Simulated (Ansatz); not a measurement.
**Al (Im-3m) under several functionals**

Plane-wave DFT in Ansatz with scalar-relativistic PAW potentials. The same structure was relaxed (cell and atoms, symmetry kept) in separate runs at each level. This bcc form isn't the element's structure at ambient conditions. No spin polarisation.

**Question.** How do the levels PBE, PBEsol, r2SCAN compare?

**Answer.**
| level | cutoff (eV) | k mesh | V (Å³/atom) | a (Å) | B0 (GPa) |
| --- | --- | --- | --- | --- | --- |
| r2SCAN | 500 | 18×18×18 | 16.212 | 3.189 | 81 |
| PBEsol | 420 | 18×18×18 | 16.583 | 3.213 | 74 |
| PBE | 420 | 18×18×18 | 16.928 | 3.235 | 70 |

The usual order of volumes, PBEsol < PBE, holds here (16.583, 16.928 Å³/atom). As a rule PBEsol, built on the gradient expansion of slowly varying densities, lies between LDA and PBE; PBE's stronger gradient term for exchange weakens bonds. r2SCAN lies 4.2 % under PBE in volume. B0 goes from 80.9 to 69.9 GPa as the volume grows by 4.4 %; on one curve with B' = 4.1 the volume alone, B ∝ V^(−B'), would give 67.8 GPa, and the rest of the difference is the functional's own stiffness.